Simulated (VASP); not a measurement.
# TePt: single point with LDA

The system is TePt.

```
CELL_PARAMETERS angstrom
1.98157 1.14406 6.66103
-1.98157 1.14406 6.66103
0.00000 -2.28812 6.66103
ATOMIC_POSITIONS crystal
Pt 0.12967 0.12967 0.12967
Pt 0.87033 0.87033 0.87033
Te 0.40200 0.40200 0.40200
Te 0.59800 0.59800 0.59800
```

```yaml
Program: VASP 6.6.1
Task: single point
Functional: LDA
Potentials_or_basis: VASP PAW LDA potentials, release 64 (Pt, Te)
Cutoff: 900 eV
k_mesh: 10 × 10 × 10
Occupations: gaussian, width 0.05 eV
Spin: no spin polarisation
```

| Property | Result |
| --- | --- |
| Pressure | -2.6 GPa |
| Largest force | 0.179 eV/Å |
| Band gap on the k mesh | none (metal or under the smearing width) |

Forces in eV/Å, atoms in the order of the input:
```
Pt   0.000  0.000  0.179
Pt   0.000  0.000 -0.179
Te   0.000  0.000  0.080
Te   0.000  0.000 -0.080
```

Stress tensor (GPa, compression positive):
```
-2.85  0.00  0.00
 0.00 -2.85  0.00
 0.00  0.00 -2.10
```

Levels at points of the mesh, in eV from the Fermi level:
```csv
k point,band 13,band 14,band 15,band 16,band 17,band 18,band 19,band 20
"(0.00, 0.00, 0.00)",-1.74,0.68,0.68,0.88,1.24,2.84,2.84,4.56
"(0.50, 0.00, 0.00)",-2.52,-1.97,-1.87,-1.05,0.32,1.34,1.97,3.77
"(0.50, 0.50, 0.00)",-2.49,-1.83,-1.74,-1.32,-1.15,2.52,3.80,4.76
"(0.50, 0.50, 0.50)",-1.69,-1.61,1.24,1.24,1.95,1.95,3.49,4.51
```

Run time: 15 min on 1 thread of Intel(R) Xeon(R) 6975P-C (Granite Rapids), with other jobs on the host, peak memory 0.81 GiB.

Spin-orbit coupling is left out, which matters for the levels of Pt, Te.
